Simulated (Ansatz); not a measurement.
LiF, CsCl type, relaxed with r2SCAN in the plane-wave code Ansatz. It is cubic, Pm-3m (No. 221); conventional cell a = 2.516 Å, 7.97 Å³ an atom. Around Li lie 8 F at 2.18 Å; around F lie 8 Li at 2.18 Å.

The axes x, y and z are those of this cell:
```xyz
2
Lattice="2.5163 0.0000 0.0000 0.0000 2.5163 0.0000 0.0000 0.0000 2.5163" Properties=species:S:1:pos:R:3 pbc="T T T"
Li    0.0000    0.0000    0.0000
F     1.2581    1.2581    1.2581
```

Unstrained: PBE gives an indirect gap of 7.935 eV, from M to Γ; the least direct gap is 8.655 eV at Γ. r2SCAN gives an indirect gap of 8.910 eV, from M to Γ; the least direct gap is 9.643 eV at Γ. The HSE06 gap is indirect, 10.167 eV (M to Γ), below the direct gap of 10.927 eV at Γ. Meshes: PBE 10×10×10, r2SCAN 10×10×10, HSE06 8×8×8. Strains are changes of length per length, and xy shears are angles. After each strain the atoms were relaxed again with r2SCAN within the symmetry that the strain leaves, so tilts or polar shifts that break it weren't tested; points keep the names that they have in the unstrained zone. These are computed values for a spin-unpolarised cell that may be hypothetical; none is a measurement.

**Question.** Estimate what xy shear, engineering strain (angle) -0.34 % does to the gap.

**Answer.** PBE: the gap goes from 7.935 to 7.935 eV (0.000 eV). r2SCAN: the gap goes from 8.910 to 8.910 eV (0.000 eV). HSE06: the gap goes from 10.167 to 10.167 eV (0.000 eV). The r2SCAN energy rises by 0.0 meV an atom.

**Question.** One strain changed the r2SCAN stress by xx +8.57, yy +8.57, zz -1.62 GPa (compression positive) and the gap by +0.435 eV (PBE), +0.456 eV (r2SCAN), +0.474 eV (HSE06). Which kind of strain was it, and roughly how large?

**Answer.** Biaxial -2.86 % in x and y, z held. The pattern of the stress gives the kind; the size needs the stiffness, so it is an estimate.

**Question.** Apply epitaxial +1.48 % in the xy plane, free normal strain +0.31 %. How far does the gap move, against the unstrained cell?

**Answer.** PBE: the gap goes from 7.935 to 7.602 eV (-0.333 eV). r2SCAN: the gap goes from 8.910 to 8.566 eV (-0.344 eV). HSE06: the gap goes from 10.167 to 9.818 eV (-0.349 eV). The r2SCAN energy rises by 2.6 meV an atom.

The meshes of the hybrids are coarse, so their gaps aren't converged to the digits shown.
